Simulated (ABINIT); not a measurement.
CaO:

```
Ca O
1.0
     0.00000    2.40356    2.40356
     2.40356    0.00000    2.40356
     2.40356    2.40356    0.00000
Ca O
1 1
Direct
  0.00000 0.00000 0.00000
  0.50000 0.50000 0.50000
```

The cell is a database's computed one.

Base run:

* Program: ABINIT 10.8.3 (patched build)
* Functional: PBEsol
* Potentials or basis: JTH PAW PBE v2.0
* Cutoff: 626 eV
* k mesh: 10 × 10 × 10
* Occupations: fermi-dirac, width 0.05 eV
* Spin: no spin polarisation

Its results: band gap on the k mesh 3.55 eV, indirect (least direct gap 3.93 eV); pressure -2.8 GPa.

Q: The run is repeated on the same cell with these changes: functional from PBEsol to BP86. What comes out?

A: Band gap on the k mesh 3.67 eV, indirect (least direct gap 4.04 eV); pressure 1.0 GPa.

Caveats: the PAW data sets were made with another functional, which shifts forces and pressure a little.

Not every run made on this cell is shown here.
